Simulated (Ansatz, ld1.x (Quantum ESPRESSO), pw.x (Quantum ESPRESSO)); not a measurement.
# From atom to crystal: TM potential for K

ld1.x (Quantum ESPRESSO) 7.5 input, shortened:

```
&input
   title='K', zed=19., rel=1, dft='PBE', iswitch=3,
   config='[Ar] 3d0 4s0 4p1'
 /
 &inputp
   pseudotype=2, tm=.true., lloc=-1, rcloc=3.40,
   nlcc=.false.
 /
3
4S  1  0   0.00   0.00  3.86  3.86  0.0
4P  2  1   1.00   0.00  3.86  3.86  0.0
3D  3  2   0.00   0.00  3.86  3.86  0.0
 &test
   configts(1)='3d0 4s0 4p1'
 /
```

Atomic tests: cutoffs needed: 6 Ry and 6 Ry (the cutoffs (Ry, on a coarse ladder) from which the occupation-weighted sum of valence levels, in a spherical-Bessel basis at the reference potential, stays within 10 and 1 mRy of its value at 400 Ry); ghost test: no extra level below or beside the all-electron valence levels (s, p, d, f tested) (spherical-Bessel basis up to 400 Ry, 20 bohr box); largest excitation error: +271 meV (all-electron minus pseudo) for 3d1 4s0 4p0, out of 4 test configurations.

Crystal test: sc K in pw.x 7.5, no spin, 8³ k-points, Fermi–Dirac smearing 0.01 Ry, cutoffs 35/140 Ry. The reference is all-electron LAPW (Ansatz 0.2.0) with the same functional, mesh and smearing; V0 and B0 come from Birch–Murnaghan fits to the pressures at five volumes. Errors are pseudo minus all-electron; Δ is the rms difference of the E(V) curves that follow from these fits, minima aligned, over ±6 % about the mean V0. Mesh and smearing are coarse, so the numbers serve the comparison and aren't converged zero-temperature values; the lattice is a test structure that the element need not adopt.

All-electron: a0 = 4.303 Å (V0 = 79.69 Å³/atom), B0 = 2.7 GPa.

**Question.** How far does the potential miss the all-electron equation of state?

**Answer.** mean pressure error (GPa): -0.49. The pressure does not cross zero within the volumes sampled, so no fit is given. This is a poor potential for the solid.

| V (Å³/atom) | P all-electron (GPa) | P pseudo (GPa) |
| --- | --- | --- |
| 75.817 | 0.15 | -0.42 |
| 77.812 | 0.07 | -0.46 |
| 79.807 | -0.00 | -0.49 |
| 81.802 | -0.07 | -0.52 |
| 83.797 | -0.12 | -0.55 |

**Question.** At the middle volume, how do free energy and pressure move when the wave cutoff is lowered (ecutrho kept at four times it)?

**Answer.**

```json
{"cutoff (Ry)": "16", "shift of F (meV/atom)": "+0.3", "shift of P (GPa)": "-0.00"}
{"cutoff (Ry)": "21", "shift of F (meV/atom)": "+0.1", "shift of P (GPa)": "-0.00"}
{"cutoff (Ry)": "28", "shift of F (meV/atom)": "+0.0", "shift of P (GPa)": "-0.00"}
```

The run at the middle volume (35 k-points, 11 iterations) took about 4.5 s on one core of a shared host (Neoverse-V1, 32 threads, 247 GiB, load 23).
